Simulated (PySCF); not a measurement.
Structure problem from calculated spectra and properties.

Formula: C5H11N.

| Item | Value |
| --- | --- |
| Dipole | 1.17 D [B97-2/pcSseg-2] |
| 13C NMR | chemical shifts (computed TMS as zero) by class: 51.8 (2 C), 33.2 (2 C), 29.7 (1 C) ppm [GIAO B97-2/pcSseg-2] |
| Rotational structure | rotational constants A, B, C: 4.553, 4.448, 2.565 GHz [PBE0-D3(BJ)/def2-TZVP] |
| 1H NMR | chemical shifts (computed TMS as zero) by class: 2.79 (4 H), 1.66 (2 H), 1.34 (4 H), 0.22 (1 H) ppm [GIAO B97-2/pcSseg-2] |
| NMR, other nuclei | isotropic shieldings of nuclei other than C and H, by class: 206 (1 N) ppm [GIAO B97-2/pcSseg-2] |

Electronic properties: PySCF, gas phase, density fitting. Levels stand in brackets. One conformer (not necessarily the lowest) at the PBE0-D3(BJ)/def2-TZVP geometry, without solvent, vibrations or thermal averaging. NMR classes are plain means over equivalent atoms (diastereotopic ones count apart unless rotation or inversion swaps them), as if these changed places fast.

Question: Give a SMILES that accounts for the data.

Answer: Numbering: `[CH2:1]1[CH2:2][CH2:3][NH:4][CH2:5][CH2:6]1`. Its formula, C5H11N, gives 1 degree of unsaturation: 1 ring and 0 π bonds in the structure found. 5 carbons fall into 3 classes; from least to most shielded: ring sp3 carbon bound to nitrogen [C3/C5] (51.8 ppm, 2 C), ring CH2 carbon [C2/C6] (33.2 ppm, 2 C), ring CH2 carbon [C1] (29.7 ppm). Hydrogen classes from least to most shielded: 4 H on 2 like atoms (sp3 carbon bound to nitrogen), C3/C5 (2.79 ppm), 2 H on a ring CH2 carbon, C1 (1.66 ppm), 4 H on 2 ring CH2 carbons, C2/C6 (1.34 ppm), 1 H on a secondary amine nitrogen, N4 (0.22 ppm). The other shieldings belong to: 206 ppm, secondary amine nitrogen [N4]. The optimised geometry has point group Cs and is an asymmetric top. Structure: piperidine (`C1CCCCN1`). Computed isomers that give other values at the same levels: `CN1CCCC1` (13C chemical shifts (computed TMS as zero) by class: 60.3 (2 C), 44.0 (1 C), 27.9 (2 C) ppm); `NC1CCCC1` (13C chemical shifts (computed TMS as zero) by class: 57.6 (1 C), 43.0 (2 C), 31.8 (2 C) ppm). The assignments are read from this structure; whether some other isomer fits the data as well wasn't checked.
